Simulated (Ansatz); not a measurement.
Level of theory: DFT PBE, scalar-relativistic, plane waves, PAW in Ansatz. All cells share a 420 eV cutoff and Γ-centred k meshes spaced at most about 0.3 Å⁻¹ (about 0.25 or finer for metals, 2π included). Spin is collinear in cells that carry moments; the others ran without spin or lost their moments.

Each guess is relaxed in cell and atoms at zero pressure, on a coarse mesh first where it starts far from rest and then on a converged one. The steps can't lower the symmetry of the start, but it can rise. Energies are static (0 K, no zero-point motion).

Two unrelaxed guesses for WS2:

A.

```xyz
3
Lattice="0.0000 2.9766 2.9766 2.9766 0.0000 2.9766 2.9766 2.9766 0.0000" Properties=species:S:1:pos:R:3 pbc="T T T"
W     0.0000    0.0000    0.0000
S     1.4883    1.4883    1.4883
S     4.4649    4.4649    4.4649
```

B.

```xyz
3
Lattice="3.8016 0.0000 0.0000 0.0000 3.8016 0.0000 0.0000 0.0000 5.3763" Properties=species:S:1:pos:R:3 pbc="T T T"
W     0.0000    0.0000    0.0000
S     1.9008    0.0000    1.3441
S     0.0000    1.9008    4.0322
```

**Question.** Which guess leads to the lower structure, and by how much?

**Answer.** B ends lower, by 97 meV/atom. A: Fm-3m at 17.6 Å³/atom → Fm-3m (fluorite type) at 17.5 Å³/atom; B: P-4m2 at 25.9 Å³/atom → P-4m2 at 26.4 Å³/atom. Counting S atoms around W (those within 1.25 times the shortest such distance or 1.15 times the sum of covalent radii), the end of A has W 8 and the end of B has W 4. End of A. Conventional cell: a = 5.939 Å. S is surrounded by 4 W at 2.57 Å and 6 S at 2.97 Å; around W lie 8 S at 2.57 Å. End of B. Conventional cell: a = 3.507 Å, c = 6.448 Å. W is surrounded by 4 S at 2.27 Å; around S lie 2 W at 2.27 Å.

Ends held by symmetry can be saddle points. Neither end is the lowest form computed: that has the 2H molybdenite type, space group P6_3/mmc (No. 194), is reached from a Materials Project cell and lies 0.71 eV/atom below the better end. No dispersion correction is applied, so the spacing and binding between layers, chains or molecules are poorly described (P-4m2), and this can change margins and order among such cells. These runs have no spin–orbit coupling, which can matter for W. The magnetic state reached may not be the lowest. Some structure types and database cells were kept out of the candidates from the start, so a known form may be missing.
